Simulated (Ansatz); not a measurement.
# InSe (R3m) in Ansatz: single point with PBE

Aim: the single point of InSe with PBE.

Program: Ansatz 0.2.0. These are calculated values, not measurements. Logs are shortened: lines on timing, memory, paths and dates and some standing lists are left out, and cuts for length are marked.

## (1) The crystal as given

It takes space group R3m (No. 160, trigonal). Conventional cell: a = 4.000 Å, b = 4.000 Å, c = 25.320 Å, α = 90.00°, β = 90.00°, γ = 120.00°. In (site symmetry 3m) is surrounded by 3 Se at 2.63 Å and 1 In at 2.82 Å. Around In (site symmetry 3m) lie 3 Se at 2.64 Å and 1 In at 2.82 Å. Around Se (site symmetry 3m) lie 3 In at 2.63 Å. Se (site symmetry 3m) is surrounded by 3 In at 2.64 Å.

## (2) Single point, PBE

Input file input.yaml:

```yaml
crystal:
  lattice:
    - [2.0, 1.1547005384, 8.44]
    - [-2.0, 1.1547005384, 8.44]
    - [0.0, -2.3094010768, 8.44]
  atoms:
    - { symbol: In, position: [0.8886, 0.8886, 0.8886] }
    - { symbol: In, position: [0.0, 0.0, 0.0] }
    - { symbol: Se, position: [0.1719, 0.1719, 0.1719] }
    - { symbol: Se, position: [0.3835, 0.3835, 0.3835] }
kpoints:
  mp_grid: { grid: [5, 5, 5] }
scf:
  occupations: { method: fermi_dirac, width: 0.03 }
hamiltonian:
  xc: pbe
  pseudopotentials: { kind: all_electron, lapw: { basis_error: 0.002 } }
output:
  forces: true
  stress: true
  eigenvalues: true
```

Potentials or basis: all-electron LAPW, scalar-relativistic.

Started as:

```
> ansatz run input.yaml --threads 2 --pin off --max-ram 6144MiB --backend cpu --events-out ev --progress --plain --runs-dir out
```

What it wrote:

```text
Warning: RAYON_NUM_THREADS=2 ignored (pool sized by the plan → 2); use --threads N
LAPW: plane waves up to 8.120 Å⁻¹, error target 2.0e-3 eV per atom; small_component_spin mean_spin; Se in spheres of 1.261 Å, 24 of its electrons in bands, Dirac shells []; In in spheres of 1.373 Å, 21 of its electrons in bands, Dirac shells [] (how accurate: hamiltonian.pseudopotentials.lapw.basis_error, Limitations)
Engine: ansatz 0.2.0, aarch64-unknown-linux-gnu
Pseudopotentials: kind: all_electron
Pseudopotential: In, LAPW, valence charge 21, lapw/all_electron/scalar/gaussian/In, Koelling and Harmon's equation, gaussian nucleus
Pseudopotential: Se, LAPW, valence charge 24, lapw/all_electron/scalar/gaussian/Se, Koelling and Harmon's equation, gaussian nucleus
Functional definition: PBE
  parameter kappa = 0.804
  parameter beta = 0.06672455060314922
  exchange = pbe_x(kappa = kappa, mu = beta*pi^2/3)
  correlation = pbe_c(beta = beta)
Crystal: 4 atoms, lattice volume = 116.948 Å³
Basis set: ecut = 251.2315661117125 eV, 1065 PW (Γ), FFT grids on a1−a3, a2−a3, a3, exchange–correlation at level 2
Bands: 54, of which v1, the nominal top of the filled ones, is band 45 counted from 1 (44 counted from 0)
Symmetry: 6 space group operations
Space group: R3m (ITA 160), of the structure as read, at distance tolerance 4.9e-5 Å
k-points: 19 of 125 (time reversal used)
Non-local potential: In, projectors of the file, none
Non-local potential: Se, projectors of the file, none
Initial density: superposition of atomic densities (chi_scale 0.1, normalization cell, long waves 34 % of neutral atoms (reshape's long-wave potential 1.34 eV rms, cloud 2.62 Å wide))
Initial wavefunctions: plane waves of lowest kinetic energy (no species holds an atomic orbital)
Functional: x = pbe(κ = 0.804, μ = 0.2195149727645171), c = pbe(β = 0.06672455060314922)
iter 1 solved again at ethr=1.82e-3 eV; its pass at ethr=1.00e-1 eV (dr2=1.64e0 eV) is discarded
SCF iter   1: F=—  HF=-452345.723248 eV  |F-HF|=—  |Δ(HF+E_count)|=         —  Δρ=2.57e-2  dr2=1.64e0  ethr=1.82e-3  ⟨swp⟩=2.0  Hψ=6484  notcnv=0
preconditioner: auto → Resta (q_TF=auto, 2.612 Å⁻¹)  ε∞=3.0  [insulator: Δε(μ)=1.074 eV  Ē_g=14.887 eV  σ=0.030 eV  W_gap=1.00  n_scr=36 (ndim 8)  ℏωp=21.2 eV  f_vac=0.150  D(μ)=0.00/eV (n_scr^D=0)  ε∞_Penn≈3.0]
SCF iter   2: F=—  HF=-452345.303662 eV  |F-HF|=—  |Δ(HF+E_count)|=   4.20e-1  Δρ=1.17e-2  dr2=2.59e-1  ethr=1.82e-3  ⟨swp⟩=3.0  Hψ=3186  notcnv=0
SCF iter   3: F=—  HF=-452345.274605 eV  |F-HF|=—  |Δ(HF+E_count)|=   2.91e-2  Δρ=6.75e-3  dr2=8.42e-2  ethr=2.87e-4  ⟨swp⟩=2.2  Hψ=3139  notcnv=0
iter 4 solved again at ethr=4.94e-6 eV; its pass at ethr=9.36e-5 eV (dr2=4.45e-3 eV) is discarded
SCF iter   4: F=—  HF=-452345.274804 eV  |F-HF|=—  |Δ(HF+E_count)|=         —  Δρ=1.30e-3  dr2=4.44e-3  ethr=4.94e-6  ⟨swp⟩=2.0  Hψ=5225  notcnv=0
the basis was enlarged: its passes take 365.0 KiB over the memory plan, 2 of 2 planned eigensolver slots
SCF iter   5: F=—  HF=-452345.274764 eV  |F-HF|=—  |Δ(HF+E_count)|=   4.06e-5  Δρ=4.15e-4  dr2=3.60e-4  ethr=4.93e-6  ⟨swp⟩=2.9  Hψ=3042  notcnv=0
SCF iter   6: F=—  HF=-452345.275033 eV  |F-HF|=—  |Δ(HF+E_count)|=   2.70e-4  Δρ=1.92e-4  dr2=6.58e-5  ethr=4.00e-7  ⟨swp⟩=3.0  Hψ=3072  notcnv=0
SCF iter   7: F=—  HF=-452345.275146 eV  |F-HF|=—  |Δ(HF+E_count)|=   1.13e-4  Δρ=6.73e-5  dr2=9.99e-6  ethr=7.31e-8  ⟨swp⟩=3.0  Hψ=3087  notcnv=0
SCF iter   8: F=—  HF=-452345.275157 eV  |F-HF|=—  |Δ(HF+E_count)|=   1.09e-5  Δρ=2.14e-5  dr2=9.12e-7  ethr=1.11e-8  ⟨swp⟩=3.0  Hψ=3122  notcnv=0
SCF iter   9: F=—  HF=-452345.275159 eV  |F-HF|=—  |Δ(HF+E_count)|=   2.08e-6  Δρ=8.22e-6  dr2=1.22e-7  ethr=1.01e-9  ⟨swp⟩=3.0  Hψ=3119  notcnv=0
SCF iter  10: F=-452345.275159 eV  HF=-452345.275159 eV  |F-HF|=6.53e-8  |Δ(HF+E_count)|=   1.53e-7  Δρ=4.29e-6  dr2=2.70e-8  ethr=1.36e-10  ⟨swp⟩=3.0  Hψ=3085  notcnv=0
SCF 1 converged in 10 iterations: F = -452345.275159 eV  dr2 = 2.70e-8
SCF converged after 10 iterations
Free energy (F): -452345.275159 eV
Harris-Foulkes:  -452345.275159 eV  (|F-HF|=6.53e-8)
Internal energy: -452345.275159 eV  (E = F + TS)
E sigma→0 (E₀):  -452345.275159 eV
Fermi energy:    9.217098 eV
--- Per-component energies (eV) ---
  E_band       = -4470.506576
  E_kinetic    = 471366.480868
  E_xc         = -13498.494663
  E_electrostatic = -910213.261365  (all electrons and nuclei)
  E_smearing   = -0.000000  (= −TS)
  E_closure    = 0.000000  (closes the sum)
  E_atoms      = -452331.196338  (free atoms, spherical and without spin; not in F)
  Σ components = -452345.275159   (vs F -452345.275159, Δ=0.00e0)
  Basis errors (estimates in eV, not in F): energy 8.9e-4 per atom: plane waves 8.1e-4 (4.8e-4 summed), levels above the bands 1.1e-119, relativity 1.7e-7, radial functions 7.9e-5, core shells 2.4e-7; eigenvalues (radial functions only) 1.5e-6; not estimated: angular momenta, meshes, grids; target (lapw.basis_error) 2.0e-3; muffin-tin radii Se 1.261 Å, In 1.373 Å
--- Forces (eV/Å), atoms counted from 1 ---
  atom   1  In     0.00000000     0.00000000     0.35703515
  atom   2  In     0.00000000     0.00000000    -0.34104007
  atom   3  Se     0.00000000    -0.00000000    -0.25661950
  atom   4  Se     0.00000000    -0.00000000     0.24063059
  max |Σ_I F_I| component: 6.18e-6 eV/Å
--- Stress (GPa, compression-positive) ---
        3.281692       0.000000       0.000000
        0.000000       3.281692      -0.000000
        0.000000      -0.000000       1.922523
  P = ⅓ Tr σ = 2.8286 GPa (28.286 kbar)
--- Band table (eV; the first three rows and the last of 19) ---
  k-point 0: bands = ["-198.7593", "-198.7519", "-138.2358", "-138.2358", "-138.2278", "-138.2278", "-138.2057", "-138.1996", "-106.3875", "-106.3829", "-64.8843", "-64.8843", "-64.8796", "-64.8796", "-64.8586", "-64.8375", "-38.4579", "-38.4579", "-38.4496", "-38.4496", "-38.4330", "-38.4330", "-38.4260", "-38.4260", "-38.4235", "-38.4171", "-5.7837", "-5.6114", "-5.6114", "-5.5370", "-5.5370", "-5.5156", "-5.5156", "-5.3511", "-5.3511", "-5.3484", "-4.5508", "-4.1517", "2.7084", "5.5618", "7.4941", "7.7024", "7.7024", "7.7954", "7.7954", "10.7038", "11.1109", "13.4057", "13.4057", "14.1844", "14.5012", "14.5012", "16.5434", "17.6722"]
  k-point 1: bands = ["-198.7593", "-198.7519", "-138.2358", "-138.2358", "-138.2278", "-138.2278", "-138.2057", "-138.1996", "-106.3875", "-106.3829", "-64.8844", "-64.8844", "-64.8797", "-64.8797", "-64.8586", "-64.8375", "-38.4579", "-38.4578", "-38.4496", "-38.4495", "-38.4330", "-38.4330", "-38.4261", "-38.4260", "-38.4235", "-38.4170", "-5.8130", "-5.7076", "-5.6769", "-5.6052", "-5.5255", "-5.5106", "-5.4967", "-5.3955", "-5.3539", "-5.2589", "-4.1411", "-3.8056", "2.9541", "4.8664", "5.9594", "7.0586", "7.2743", "7.4113", "7.9903", "11.1669", "11.5224", "12.9569", "13.3550", "13.7024", "15.0778", "15.2253", "15.6737", "17.1278"]
  k-point 2: bands = ["-198.7593", "-198.7519", "-138.2358", "-138.2358", "-138.2278", "-138.2278", "-138.2057", "-138.1996", "-106.3875", "-106.3829", "-64.8846", "-64.8844", "-64.8799", "-64.8797", "-64.8586", "-64.8375", "-38.4579", "-38.4577", "-38.4496", "-38.4493", "-38.4330", "-38.4329", "-38.4261", "-38.4260", "-38.4234", "-38.4170", "-5.9304", "-5.8275", "-5.7172", "-5.6043", "-5.5412", "-5.4688", "-5.4562", "-5.4140", "-5.3567", "-5.2014", "-3.4235", "-3.2154", "2.7522", "3.5912", "5.2863", "6.7465", "6.8047", "6.8576", "7.5338", "10.3326", "10.9879", "12.6667", "13.0939", "13.8202", "15.4652", "15.5642", "16.1420", "16.7604"]
  k-point 18: bands = ["-198.7593", "-198.7519", "-138.2358", "-138.2358", "-138.2278", "-138.2278", "-138.2057", "-138.1996", "-106.3875", "-106.3829", "-64.8844", "-64.8844", "-64.8797", "-64.8797", "-64.8586", "-64.8375", "-38.4579", "-38.4578", "-38.4496", "-38.4495", "-38.4330", "-38.4330", "-38.4260", "-38.4260", "-38.4235", "-38.4170", "-5.8074", "-5.7013", "-5.6898", "-5.6054", "-5.5255", "-5.5104", "-5.4967", "-5.3980", "-5.3538", "-5.2586", "-4.0316", "-3.9237", "3.1196", "4.7582", "6.0800", "6.3638", "7.1939", "7.5021", "8.6344", "10.8899", "11.7442", "12.9239", "13.3989", "13.5843", "15.3747", "15.3906", "16.0156", "16.8030"]
```

It took 27 s on 2 threads of Arm Neoverse V2, shared host; peak memory 0.44 GiB.

What came out:

```yaml
Free_energy: -452345.2752 eV
Pressure: 2.8 GPa
Largest_force: 0.357 eV/Å
Band_gap_on_the_k_mesh: 0.97 eV, direct
```

Forces on the atoms (eV/Å):
```
In   0.000  0.000  0.357
In   0.000  0.000 -0.341
Se   0.000  0.000 -0.257
Se   0.000  0.000  0.241
```

Caveat: spin-orbit coupling is left out, which moves the levels of the heavy elements; an odd mesh through Γ misses points on the zone boundary, where band edges often lie.

## (3) Against experiment

Step 2. The gap isn't set beside the deposited one, since this odd mesh misses points on the zone boundary.
